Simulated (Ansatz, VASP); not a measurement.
Given: the input of a run of VASP 6.6.1 on Mg.

File INCAR:

```
SYSTEM = Mg
  PREC = Accurate
  ENCUT = 600
  EDIFF = 1E-6
  ISMEAR = -1
  SIGMA = 0.05
  LREAL = .False.
  LASPH = .True.
  NELM = 80
  ALGO = Normal
  ISIF = 3
  LWAVE = .False.
  LCHARG = .False.
  GGA = B5
  ALDAX = 1.0
  AGGAX = 1.0
  AGGAC = 1.0
  ALDAC = 0.0
  IBRION = 2
  NSW = 80
  EDIFFG = -0.005
```

Contents of KPOINTS:

```
regular mesh
0
Gamma
  10 10 5
  0 0 0
```

POSCAR

```
Mg
1.0
    3.2093000000      0.0000000000      0.0000000000
   -1.6046500000      2.7793353284      0.0000000000
    0.0000000000      0.0000000000      5.2103000000
Mg
2
Direct
    0.6666666667      0.3333333333      0.7500000000
    0.3333333333      0.6666666667      0.2500000000
```

Potentials or basis: VASP PAW PBE potentials, release 64 (Mg).

Launch:

```sh
$ cat potpaw_PBE.64/Mg/POTCAR > POTCAR
$ mpirun -np 1 vasp_std > vasp.out
```

Question: Translate it to Ansatz 0.2.0. Potentials there: all-electron LAPW, scalar-relativistic.

Answer: As run (the cutoff follows the program's own potentials):

File input.yaml:

```yaml
crystal:
  lattice:
    - [3.2093, 0.0, 0.0]
    - [-1.60465, 2.7793353284, 0.0]
    - [0.0, 0.0, 5.2103]
  atoms:
    - { symbol: Mg, position: [0.6666666667, 0.3333333333, 0.75] }
    - { symbol: Mg, position: [0.3333333333, 0.6666666667, 0.25] }
kpoints:
  mp_grid: { grid: [10, 10, 5] }
scf:
  occupations: { method: fermi_dirac, width: 0.05 }
hamiltonian:
  xc: blyp
  pseudopotentials: { kind: all_electron, lapw: { basis_error: 0.001 } }
output:
  forces: true
  stress: true
relax:
  f_tol: 0.005
  max_steps: 60
  cell: {}
```

Potentials or basis: all-electron LAPW, scalar-relativistic.

Command:

```sh
$ ansatz run input.yaml --threads 1 --pin off --max-ram 3072MiB --backend cpu --events-out ev --progress --plain --runs-dir out
```

Both were run:

|  | VASP | Ansatz | Ansatz less VASP |
| --- | --- | --- | --- |
| relaxed volume (Å³/atom) | 23.54 | 23.59 | +0.045 |
| relaxed cell length with the largest relative difference (Å) | 5.380 | 5.383 | +0.0035 |
| energy change over the relaxation (meV/atom) | -4 | -4 | -0.2 |

Ansatz ran all-electron here, so the differences hold the error of VASP's frozen core and of both bases.

Caveats: the PAW data sets were made with another functional, which shifts forces and pressure a little (VASP). Zero-point motion and thermal expansion aren't in these numbers. BLYP gives volumes clearly too large for solids.
